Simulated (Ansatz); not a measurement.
# Mo: the cost of one run

Method: DFT PBE, scalar-relativistic, plane waves, PAW, in Ansatz 0.2.0.

1 further run of the same task is left out (set aside as unsound or not needed).

## 1. The starting structure

Symmetry: Fd-3m, No. 227, cubic system. The conventional cell has a = 5.470 Å, b = 5.470 Å, c = 5.470 Å, α = 90.00°, β = 90.00°, γ = 90.00°. Si (site symmetry -43m) is surrounded by 4 Si at 2.37 Å.

Coordinates:

```
Si
1.0
     0.00000    2.73488    2.73488
     2.73488    0.00000    2.73488
     2.73488    2.73488    0.00000
Si
2
Direct
  0.50000 0.50000 0.50000
  0.75000 0.75000 0.75000
```

It is the result of an earlier relaxation at this level (volume 20.46 Å³/atom; gap on the mesh: 0.62 eV).

## 2. The film's bulk on the base's lattice

The (110) plane of Mo is fitted to the (100) plane of Si, a strain of -0.1 % along x and +6.0 % along y; the third vector and the atoms relax.

input.yaml reads:

```yaml
crystal:
  lattice:
    - [5.4697623855, 0.0, 0.0]
    - [-2.7348811927, 8.2046435782, 0.0]
    - [-0.9116270642, 1.3674405964, 2.159206175]
  atoms:
    - { symbol: Mo, position: [0.1666666667, 0.6666666667, 0.0] }
    - { symbol: Mo, position: [0.6666666667, 0.6666666667, 0.0] }
    - { symbol: Mo, position: [0.3333333333, 0.3333333333, 0.0] }
    - { symbol: Mo, position: [0.8333333333, 0.3333333333, 0.0] }
    - { symbol: Mo, position: [0.0, 0.0, 0.0] }
    - { symbol: Mo, position: [0.5, 0.0, 0.0] }
basis:
  ecutwfc: 420
kpoints:
  mp_grid: { grid: [7, 5, 16] }
hamiltonian:
  xc: pbe
scf:
  occupations: { method: gaussian, width: 0.1 }
output:
  forces: true
  stress: true
  eigenvalues: true
relax:
  adjacent_minimum: "off"
  f_tol: 0.01
  max_steps: 50
  cell: { fix: [a, b, gamma], stress_tol: 0.1 }
```

Started as:

```
ansatz run input.yaml --threads 4 --pin off --max-ram 10240MiB --backend cpu --events-out ev --progress --plain --runs-dir out
```

Q: Estimate wall time and peak memory on 4 threads of Arm Neoverse V1, shared host.

About 1.8 min, with a peak of 1.1 GiB.
